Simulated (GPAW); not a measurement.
**Ti in GPAW: convergence with k mesh**

Input of the first run (k mesh 3 × 3 × 3); the others differ in this setting and in those tied to it:

The input run.py:

```python
import json
import numpy as np
import spglib
from ase.constraints import FixSymmetry
from ase.filters import FrechetCellFilter
from ase.io import read, write
from ase.optimize import BFGS
from ase.stress import full_3x3_to_voigt_6_stress, voigt_6_to_full_3x3_strain, voigt_6_to_full_3x3_stress
from ase.units import GPa
from gpaw import GPAW, PW

atoms = read('Ti.xyz')

calc = GPAW(mode=PW(450),
            xc='MGGA_X_TASK+LDA_C_PW',
            kpts={'size': (3, 3, 3), 'gamma': True},
            occupations={'name': 'fermi-dirac', 'width': 0.05},
            nbands=14,
            convergence={'density': 1e-06, 'eigenstates': 1e-09},
            maxiter=150,
            txt='gpaw.txt')
atoms.calc = calc
atoms.set_constraint(FixSymmetry(atoms))
BFGS(FrechetCellFilter(atoms), trajectory='relax.traj', logfile='-').run(fmax=0.005, steps=40)
atoms.set_constraint()
energy = atoms.get_potential_energy()
forces = atoms.get_forces()
stress = atoms.get_stress()
calc.write('gs.gpw')
write('result.traj', atoms)
print('Cell:', atoms.cell.cellpar().round(4))
print(atoms.get_scaled_positions().round(5))

gpts = tuple(int(n) for n in calc.get_number_of_grid_points())
cell = atoms.cell[:].T
dataset = spglib.get_symmetry((atoms.cell[:], atoms.get_scaled_positions(), atoms.numbers), symprec=1e-4)
rotations = [cell @ w @ np.linalg.inv(cell) for w in dataset['rotations']]
strains, clamped, relaxed = [], [], []
for v in [0, 3]:
    for e in (-0.005, 0.005):
        voigt = np.zeros(6)
        voigt[v] = e
        F = voigt_6_to_full_3x3_strain(voigt)
        a = atoms.copy()
        a.set_cell(atoms.cell[:] @ F, scale_atoms=True)
        c = GPAW(mode=PW(450),
                 xc='MGGA_X_TASK+LDA_C_PW',
                 kpts={'size': (3, 3, 3), 'gamma': True},
                 occupations={'name': 'fermi-dirac', 'width': 0.05},
                 nbands=14,
                 convergence={'density': 1e-06, 'eigenstates': 1e-09},
                 maxiter=150,
                 gpts=gpts,
                 txt=f'strain-{v}{e:+.3f}.txt')
        a.calc = c
        s0 = s1 = a.get_stress() - stress
        print(v, e, 'clamped', (s0 / GPa).round(3), 'relaxed', (s1 / GPa).round(3), flush=True)
        for R in rotations:  # images under the point group
            eps = R @ (F - np.eye(3)) @ R.T
            strains.append(full_3x3_to_voigt_6_stress(eps) * [1, 1, 1, 2, 2, 2])
            for s, rows in ((s0, clamped), (s1, relaxed)):
                rows.append(full_3x3_to_voigt_6_stress(R @ voigt_6_to_full_3x3_stress(s) @ R.T))

C0, C = (np.linalg.lstsq(np.array(strains), np.array(s), rcond=None)[0].T / GPa for s in (clamped, relaxed))
print('Clamped-ion Cij (GPa):')
print(C0.round(1))
print('Relaxed-ion Cij (GPa):')
print(C.round(1))
json.dump({'clamped': C0.tolist(), 'relaxed': C.tolist()}, open('elastic.json', 'w'))
```

Contents of Ti.xyz:

```xyz
1
Lattice="0.0000000000 2.0300000000 2.0300000000 2.0300000000 0.0000000000 2.0300000000 2.0300000000 2.0300000000 0.0000000000" Properties=species:S:1:pos:R:3 pbc="T T T"
Ti     0.0000000000      0.0000000000      0.0000000000
```

Potentials or basis: GPAW PAW data sets (gpaw-data 1.2.1), pw.

Launch:

```bash
$ OMP_NUM_THREADS=1 python run.py
```

This isn't the form of Ti at room conditions, which is hcp.

Hardware: 1 thread of Arm Neoverse V2, on a shared host.

```csv
k mesh,"energy less the tightest run, at zero smearing (meV/atom)",pressure (GPa),SCF cycles,CPU time (s),peak memory (GiB)
3 × 3 × 3,52.65,-0.01,12,29,0.72
4 × 4 × 4,43.61,0.01,13,46,0.65
5 × 5 × 5,-1.35,0.04,11,50,0.66
7 × 7 × 7,5.97,0.00,12,98,0.59
9 × 9 × 9,-2.76,0.00,12,180,0.55
10 × 10 × 10,0.07,0.00,12,230,0.63
12 × 12 × 12,0.00,0.01,12,370,0.77
```

Against the tightest run, the energy stays within 1 meV/atom from 10 × 10 × 10 on; the pressure stays within 0.1 GPa from 3 × 3 × 3 on. Meshes of other sizes hit other points, so gaps and Fermi surfaces needn't settle smoothly. The tightest run that finished is the yardstick and may itself not be fully converged.

Caveat, for the tightest run too: the cutoff is short for stress and forces, so pressures can be off by a GPa or more; the density grid can change from cell to cell, which puts small steps into energies and stress; the PAW data sets were made with another functional, which shifts forces and pressure a little.
